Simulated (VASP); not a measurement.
# Sb (R-3m) in VASP: a series of runs, part 3 of 3

VASP 6.6.1. The steps go on from the part before.

## 4. Single point, LDA

Input file INCAR:

```
ALGO = Normal
EDIFF = 1E-7
ENCUT = 500
ISIF = 2
ISMEAR = 0
LASPH = T
LCHARG = T
LELF = T
LREAL = F
LVHAR = T
LWAVE = F
NELM = 80
PREC = Accurate
SIGMA = 0.05
```

Input file KPOINTS:

```
k-points
0
Gamma
  8 8 8
```

Input file POSCAR:

```
Sb
1.0
    2.1542000000      1.2437279499      3.7580000000
   -2.1542000000      1.2437279499      3.7580000000
    0.0000000000     -2.4874558998      3.7580000000
Sb
2
Cartesian
    0.0000000000      0.0000000000      8.6416337400
    0.0000000000      0.0000000000      2.6323662600
```

Potentials or basis: VASP PAW LDA potentials, release 64 (Sb).

The run is started by

```console
$ cat potpaw_LDA.64/Sb/POTCAR > POTCAR
$ mpirun -np 1 vasp_std > vasp.out
```

OUTCAR:

```text
EDIFF = 1E-7
   ENCUT = 500
   ISIF = 2
   ISMEAR = 0
   LASPH = T
   LREAL = F
   NELM = 80
   PREC = Accurate

 ion  position               nearest neighbor table
   1  0.767  0.767  0.767-   2 2.91   2 2.91   2 2.91   2 3.35   2 3.35   2 3.35
   2  0.233  0.233  0.233-   1 2.91   1 2.91   1 2.91   1 3.35   1 3.35   1 3.35

  LATTYP: Found a trigonal (rhomboedric) cell.
 ALAT       =     4.5066618304
 COS(alpha) =     0.5430253624

  Lattice vectors:

 A1 = (   2.1542000000,   1.2437279499,   3.7580000000)
 A2 = (  -2.1542000000,   1.2437279499,   3.7580000000)
 A3 = (   0.0000000000,  -2.4874558998,   3.7580000000)

Analysis of symmetry for initial positions (statically):
=====================================================================
 Subroutine PRICEL returns:
 Original cell was already a primitive cell.

 Routine SETGRP: Setting up the symmetry group for a
 trigonal (rhombohedral) supercell.

 Subroutine GETGRP returns: Found 12 space group operations
 (whereof 12 operations were pure point group operations)
 out of a pool of 12 trial point group operations.

The static configuration has the point symmetry D_3d.
[... 169 lines left out ...]

 k-point     1 :       0.0000    0.0000    0.0000
  band No.  band energies     occupation
      1      -5.6003      2.00000
      2       2.2451      2.00000
      3       5.0844      2.00000
      4       5.3492      2.00000
      5       5.3492      2.00000
      6       9.1903      0.00000
      7       9.8072      0.00000
      8       9.8072      0.00000
      9      12.2219      0.00000
[... 265 lines left out ...]
 k-point    24 :       0.3750    0.1250    0.1250
  band No.  band energies     occupation
      1      -4.6053      2.00000
      2      -0.4432      2.00000
      3       3.7840      2.00000
      4       5.6205      2.00000
      5       7.1987      1.14382
      6       7.3126      0.00237
      7       7.8046      0.00000
      8      10.1468      0.00000
      9      12.1127      0.00000

 [... further k-points ...]

------------------------ aborting loop because EDIFF is reached ----------------------------------------

  FORCE on cell =-STRESS in cart. coord.  units (eV):
  Direction    XX          YY          ZZ          XY          YZ          ZX
  --------------------------------------------------------------------------------------
  -------------------------------------------------------------------------------------
  Total       -0.2647386     -0.2647386     -0.5113641      0.0000000     -0.0000000      0.0000000
  in kB       -7.0211514     -7.0211514    -13.5619260      0.0000000     -0.0000000      0.0000000
  external PRESSURE =      -9.2014096 kB  Pullay stress =       0.0000000 kB

 VOLUME and BASIS-vectors are now :
 -----------------------------------------------------------------------------
  energy-cutoff  :      500.00
  volume of cell :       60.41
      direct lattice vectors                 reciprocal lattice vectors
     2.154200000  1.243727950  3.758000000     0.232104726  0.134005726  0.088699663
    -2.154200000  1.243727950  3.758000000    -0.232104726  0.134005726  0.088699663
     0.000000000 -2.487455900  3.758000000     0.000000000 -0.268011452  0.088699663

 POSITION                                       TOTAL-FORCE (eV/Angst)
 -----------------------------------------------------------------------------------
      0.00000      0.00000      8.64163         0.000000      0.000000     -0.064229
      0.00000      0.00000      2.63237         0.000000     -0.000000      0.064229
 -----------------------------------------------------------------------------------
    total drift:                                0.000000     -0.000000     -0.000000

  FREE ENERGIE OF THE ION-ELECTRON SYSTEM (eV)
  ---------------------------------------------------
  free  energy   TOTEN  =        -9.6246416287 eV

  energy  without entropy=       -9.6241676299  energy(sigma->0) =       -9.62440463
```

OSZICAR:

```text
N       E                     dE             d eps       ncg     rms          rms(c)
DAV:   1     0.382666926993E+02    0.38267E+02   -0.35834E+03  1170   0.846E+02
DAV:   2    -0.800600575350E+01   -0.46273E+02   -0.45486E+02  1701   0.127E+02
DAV:   3    -0.963595495509E+01   -0.16299E+01   -0.16061E+01  1420   0.293E+01
DAV:   4    -0.964993419908E+01   -0.13979E-01   -0.13977E-01  1423   0.314E+00
DAV:   5    -0.965006023815E+01   -0.12604E-03   -0.12604E-03  1327   0.300E-01    0.314E+00
DAV:   6    -0.963379129620E+01    0.16269E-01   -0.38630E-03  1294   0.393E-01    0.187E+00
DAV:   7    -0.962461967914E+01    0.91716E-02   -0.83947E-03  1217   0.583E-01    0.536E-02
DAV:   8    -0.962463809316E+01   -0.18414E-04   -0.15414E-04  1257   0.110E-01    0.184E-02
DAV:   9    -0.962464199786E+01   -0.39047E-05   -0.10616E-05  1419   0.238E-02    0.507E-03
DAV:  10    -0.962464161542E+01    0.38244E-06   -0.13258E-06  1345   0.751E-03    0.899E-04
DAV:  11    -0.962464162873E+01   -0.13305E-07   -0.11726E-07   653   0.231E-03
   1 F= -.96246416E+01 E0= -.96244046E+01  d E =-.473999E-03
```

stdout:

```text
POSCAR found type information on POSCAR Sb
 POSCAR found :  1 types and       2 ions
 scaLAPACK will be used
 LDA part: xc-table for (Slater(with rela. corr.)+CA(PZ))
 , standard interpolation
 POSCAR, INCAR and KPOINTS ok, starting setup
 FFT: planning ... GRIDC
 FFT: planning ... GRID_SOFT
 FFT: planning ... GRID
 WAVECAR not read
 entering main loop
```

It took 34 s on 1 thread of Intel Xeon Platinum 8375C at 2.90GHz (Ice Lake), shared host; peak memory 0.18 GiB.

Results:

```yaml
Free_energy: -9.6246 eV
Pressure: -0.9 GPa
Largest_force: 0.064 eV/Å
Band_gap_on_the_k_mesh: none (metal or under the smearing width)
```

Forces in eV/Å, atoms in the order of the input:
```
Sb   0.000  0.000 -0.064
Sb   0.000  0.000  0.064
```

Stress tensor (GPa, compression positive):
```
-0.70  0.00  0.00
 0.00 -0.70  0.00
 0.00  0.00 -1.36
```

Levels at points of the mesh, in eV from the Fermi level:
```csv
k point,band 2,band 3,band 4,band 5,band 6,band 7,band 8,band 9
"(0.00, 0.00, 0.00)",-4.96,-2.12,-1.86,-1.86,1.99,2.60,2.60,5.02
"(0.50, 0.00, 0.00)",-9.72,-1.99,-1.88,-0.35,-0.31,0.10,0.44,7.44
"(0.50, 0.50, 0.00)",-8.11,-5.49,-3.80,-3.71,1.47,4.82,5.40,6.78
"(0.50, 0.50, 0.50)",-9.06,-1.37,-1.37,-0.60,0.07,0.07,1.05,6.87
```

## 5. Single point, LDA

Input file run.py:

```python
from ase.calculators.vasp import Vasp
from ase.dft.bandgap import bandgap
from ase.io import read

atoms = read('Sb.xyz')
calc = Vasp(
    directory='calc',
    xc='lda',
    pp='LDA',
    setups='minimal',
    prec='Accurate',
    encut=500,
    ediff=1e-06,
    ismear=0,
    sigma=0.05,
    lreal=False,
    lasph=True,
    nelm=60,
    algo='Normal',
    isif=2,
    lwave=False,
    lcharg=False,
    kpts=[8, 8, 8],
    gamma=True,
)
atoms.calc = calc

print('energy (eV):', atoms.get_potential_energy())
print('free energy (eV):', atoms.get_potential_energy(force_consistent=True))
print('forces (eV/A):')
print(atoms.get_forces())
print('stress (eV/A^3, Voigt):', atoms.get_stress())
print('Fermi level (eV):', calc.get_fermi_level())
gap, top, bottom = bandgap(calc)
print('band gap (eV):', gap, 'from (spin, k, band)', top, 'to', bottom)
```

Input file Sb.xyz:

```xyz
2
Lattice="2.1542000000 1.2437279499 3.7580000000 -2.1542000000 1.2437279499 3.7580000000 0.0000000000 -2.4874558998 3.7580000000" Properties=species:S:1:pos:R:3 pbc="T T T"
Sb     0.0000000000      0.0000000000      8.6416337400
Sb     0.0000000000      0.0000000000      2.6323662600
```

The run is started by

```console
$ python run.py
```

Wall time 32 s (1 thread of Intel Xeon Platinum 8375C at 2.90GHz (Ice Lake), shared host); peak memory 0.18 GiB.

Results (log left out):

```yaml
Free_energy: -9.6246 eV
Pressure: -0.9 GPa
Largest_force: 0.064 eV/Å
Band_gap_on_the_k_mesh: none (metal or under the smearing width)
```

Forces in eV/Å, atoms in the order of the input:
```
Sb   0.000  0.000 -0.064
Sb   0.000  0.000  0.064
```

Stress tensor (GPa, compression positive):
```
-0.70  0.00  0.00
 0.00 -0.70  0.00
 0.00  0.00 -1.35
```

Levels at points of the mesh, in eV from the Fermi level:
```
           k point  band 3  band 4  band 5  band 6  band 7  band 8
(0.00, 0.00, 0.00)   -2.12   -1.86   -1.86    1.99    2.60    2.60
(0.50, 0.00, 0.00)   -1.99   -1.88   -0.35   -0.31    0.10    0.44
(0.50, 0.50, 0.00)   -5.49   -3.80   -3.71    1.47    4.82    5.40
(0.50, 0.50, 0.50)   -1.37   -1.37   -0.60    0.07    0.07    1.05
```

## 6. Overview

| task | level | potentials or basis | cell | k mesh | cutoff (eV) | smearing | ladder | mesh quality | gap on the mesh (eV) | pressure (GPa) | largest force (eV/Å) |
| --- | --- | --- | --- | --- | --- | --- | --- | --- | --- | --- | --- |
| relaxation of cell and atoms | PBEsol | VASP PAW PBE potentials, release 64 (Sb) | relaxed | 8 × 8 × 8 | 600 | fermi-dirac 0.05 eV | gaps | not flagged | none | 0.0 | - |
| single point | PBE | VASP PAW PBE potentials, release 64 (Sb_d_GW) | as given | 4 × 4 × 4 | 450 | gaussian 0.02 eV | - | coarse | 0.12 | 2.7 | 0.04 |
| single point | LDA | VASP PAW LDA potentials, release 64 (Sb) | as given | 8 × 8 × 8 | 500 | gaussian 0.05 eV | - | not flagged | none | -0.9 | 0.06 |

Alike in all rows: no spin polarisation.

Caveats: some runs use coarse meshes; the PAW data sets were made with another functional, which shifts forces and pressure a little (some runs); spin-orbit coupling is left out, which moves the levels of the heavy elements (some runs).

Total energies depend on the potentials used, so only differences within one code and one set of settings carry meaning.
